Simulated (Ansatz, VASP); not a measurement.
One calculation of Ru, two programs

```xyz
1
Lattice="0.0667 1.8670 1.8670 1.8670 0.0667 1.8670 1.8670 1.8670 0.0667" Properties=species:S:1:pos:R:3 pbc="T T T"
Ru    0.0000    0.0000    0.0000
```

Change from the starting cell: equal engineering shear yz, xz and xy +0.0350, equal normal strain along x, y and z -0.0375.

Alike in both runs: task single point; functional PBE; k mesh 20 × 20 × 20; occupations gaussian, width 0.15 eV; no spin polarisation.

```csv
,VASP,Ansatz
version,VASP 6.6.1,Ansatz 0.2.0
potentials or method,"VASP PAW PBE potentials, release 64 (Ru_pv)","scalar-relativistic, plane waves, PAW"
plane-wave cutoff (eV),520,420
valence electrons in the cell,14,16
```

|  | VASP | Ansatz | Ansatz less VASP |
| --- | --- | --- | --- |
| gap on the k mesh at the Fermi level (eV) | none | none | - |
| pressure (GPa) | 48.7 | 48.6 | -0.12 |
| largest component of the traceless stress (GPa) | 12.73 | 12.70 | -0.027 |

A gap of «none» marks a metal or a gap that the smearing closes. The two sets of potentials don't hold the same shells in valence.

Caveats: so large a pressure means that the cell lies far from this level's equilibrium, or that cutoff or potentials fall short (VASP).
